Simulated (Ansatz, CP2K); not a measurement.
La: programs and potentials compared

```
La
1.0
     3.75000    0.00000    0.00000
    -1.87500    3.24760    0.00000
     0.00000    0.00000    6.07000
La
2
Direct
  0.66667 0.33333 0.75000
  0.33333 0.66667 0.25000
```

This isn't the form of La at room conditions, which is double hcp.

Alike in all runs: task single point; functional PBEsol; k mesh 8 × 8 × 5; occupations fermi-dirac, width 0.05 eV; no spin polarisation; no spin-orbit coupling. Pressure is positive in compression and, in plane waves, holds the error of the finite cutoff, which Ansatz's Pulay term estimates and takes out.

```json
{"program and potentials": "Ansatz, Ansatz PAW", "plane-wave cutoff (eV)": "420", "notes": "potentials made for PBE, which Ansatz adapts in part", "pressure (GPa)": "-1.47"}
{"program and potentials": "CP2K, GTH_POTENTIALS La GTH-PBE-q11; TZVP-MOLOPT-SR-GTH basis", "plane-wave cutoff (eV)": "-", "notes": "atomic basis; potentials made for PBE", "pressure (GPa)": "-0.28"}
{"program and potentials": "Ansatz, all-electron LAPW, scalar-relativistic", "plane-wave cutoff (eV)": "-", "notes": "-", "pressure (GPa)": "-1.44"}
```

The pressure spans -1.47 (Ansatz, Ansatz PAW) to -0.28 GPa (CP2K, GTH_POTENTIALS La GTH-PBE-q11; TZVP-MOLOPT-SR-GTH basis), with all-electron results at -1.44. Rows in atomic bases carry the error of their basis and grid, which can be large.

The functional is the same throughout but for its coding, so the spread measures potentials, basis and numerics; runs on potential files found faulty are left out.
